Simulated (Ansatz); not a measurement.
This is a single-point calculation with Ansatz 0.2.0 on MgS in the rocksalt structure; the level of theory is HSE06. The cell was relaxed with r2SCAN and then strained (epitaxial -3.88 % in the xy plane, free normal strain +2.44 %), with the atoms relaxed again with r2SCAN; k points keep the names of the unstrained zone.

input.yaml:
```yaml
crystal:
  lattice:
    - [0.0, 2.5005790411, 2.6649434144]
    - [2.5005790411, 0.0, 2.6649434144]
    - [2.5005790411, 2.5005790411, 0.0]
  atoms:
    - { symbol: Mg, position: [0.0, 0.0, 0.0] }
    - { symbol: S, position: [0.5, 0.5, 0.5] }
kpoints:
  mp_grid: { grid: [6, 6, 6] }
  band_path:
    path:
      - [0.0, 0.0, 0.0]
      - [0.5, 0.0, 0.5]
      - [0.625, 0.25, 0.625]
      - [0.375, 0.375, 0.75]
      - [0.5, 0.5, 0.5]
      - [0.5, 0.25, 0.75]
    npoints: 1
hamiltonian:
  xc: hse06
scf:
  occupations: { method: fixed }
  n_extra_bands: 4
output:
  forces: true
  stress: true
  eigenvalues: true
```

Abridged output:
```
scf.n_extra_bands = 4 over 8 filled bands (N_el = 16.0): the run solves 12 bands
Pseudopotential: Mg, paw, valence charge 10, recommended cutoff 420 eV (normal)
Pseudopotential: S, paw, valence charge 6, recommended cutoff 420 eV (normal)
Functional definition: HSE06
  parameter a = 0.25
  parameter omega = 0.11/bohr
  exchange = pbe_x - a*pbe_x_sr(omega) + a*exact_x_sr(omega)
  correlation = pbe_c
Crystal: 2 atoms, lattice volume = 33.327 Å³
Basis set: ecut = 420 eV, 641 PW (Γ)
Symmetry: 16 space group operations
Space group: I4/mmm (ITA 139)
k-points: 30 of 216
[warm-up without exact exchange]
SCF 1 stopped early in 2 iterations: F = -2828.661304 eV  dr2 = 9.40e-6
[exact exchange on]
Exchange kernel: α = 0.2500, screened, ω = 0.2079 Å⁻¹, Wigner–Seitz truncation, v(0) = 1045.7558 eV·Å³, q-mesh 6×6×6
preconditioner: auto → none  [insulator: Δε(μ)=3.644 eV  ℏωp=18.2 eV]
SCF 2 stopped early in 5 iterations: F = -2829.708377 eV  dr2 = 2.00e-6
hybrid outer 1: dexx = +2.149e-3 eV, tail = 2.47e-5 eV
SCF 3 converged in 3 iterations: F = -2829.708343 eV  dr2 = 1.27e-8
hybrid outer 2: dexx = +2.546e-7 eV, tail = 3.44e-8 eV, Δε = 1.81e-3 eV
Free energy (F): -2829.708343 eV
Fermi energy:    6.547803 eV
--- Per-component energies (eV) ---
  E_band       = -364.026364
  E_kinetic    = 186.808485
  E_local      = -1640.822634
  E_nonlocal   = 122.767337
  E_hartree    = 585.384717
  E_xc         = -103.655379
  E_vxc        = -103.094823
  E_exx        = -63.155856
  E_paw        = -855.113509
  E_vpaw       = 25.856322
  E_ewald      = -1061.793273
  E_core_change = -0.128230
--- Forces (eV/Å), atoms counted from 1 ---
  atom   1  Mg      0.00000      0.00000      0.00000
  atom   2  S       0.00000      0.00000      0.00000
--- Stress (GPa, compression-positive) ---
        7.944012       0.000000       0.000000
        0.000000       7.944012       0.000000
        0.000000       0.000000      -0.300654
  P = ⅓ Tr σ = 5.1958 GPa (51.958 kbar)
--- Band table (eV; the first three rows and the last of 30) ---
  k-point 0: bands = […, -38.0175, -38.0175, -7.9406, 6.2821, 6.2821, 6.5478, 11.6760, 14.9938, 15.7004, 15.7004]
  k-point 1: bands = […, -38.0194, -38.0176, -7.6229, 4.5590, 6.1369, 6.2029, 12.6759, 15.3008, 15.4585, 16.1353]
  k-point 2: bands = […, -38.0227, -38.0177, -6.8468, 1.9703, 5.7354, 5.8811, 12.2855, 14.6529, 15.3918, 17.6708]
  k-point 29: bands = […, -38.0204, -38.0204, -6.0975, 1.4177, 4.6202, 4.6202, 10.6358, 11.7104, 20.0608, 20.7146]
```

The rows of the band table are 0: (0, 0, 0) = Γ, 1: (0, 0, 1/6), 2: (0, 0, 1/3), 29: (-1/2, -1/2, 0) = X.

The file bands.tsv (bands near the Fermi energy, numbered from 0, rounded):
```tsv
# k_distance	band_3	band_4	band_5	band_6	band_7	band_8	band_9	band_10	band_11
# fermi_ev = 6.547803
# [0, 0, 0] at k_distance = 0.000000
# [0.5, 0, 0.5] at k_distance = 1.256346
# [0.625, 0.25, 0.625] at k_distance = 1.687051
# [0.375, 0.375, 0.75] at k_distance = 2.448700
# [0.5, 0.5, 0.5] at k_distance = 3.186757
# [0.5, 0.25, 0.75] at k_distance = 4.048168
# levels_relative_to = fermi_ev
0.000	-44.565	-14.488	-0.266	-0.266	0.000	5.128	8.446	9.153	9.153
1.256	-44.570	-12.342	-5.050	-2.561	-1.936	3.674	4.941	14.113	14.205
1.687	-44.570	-12.387	-4.485	-3.834	-1.858	4.764	7.580	11.058	11.577
2.449	-44.567	-12.550	-4.507	-3.890	-1.574	5.174	8.100	11.167	11.332
3.187	-44.566	-12.888	-5.767	-1.015	-0.781	5.412	7.728	8.371	12.133
4.048	-44.569	-12.425	-3.919	-3.861	-3.003	6.671	9.080	9.399	9.712
```
In order the rows are Γ, X, U, K, L, W.

The HSE06 gap is indirect, 3.67 eV (Γ to X), below the direct gap of 5.13 eV at Γ. With the atoms held, the mean pressure is +5.2 GPa (compression positive). (The program warns that its thresholds are loose for a hybrid's stress.)

The values are computed, spin-unpolarised, and not measurements.

The meshes of the hybrids are coarse, so their gaps aren't converged to the digits shown.
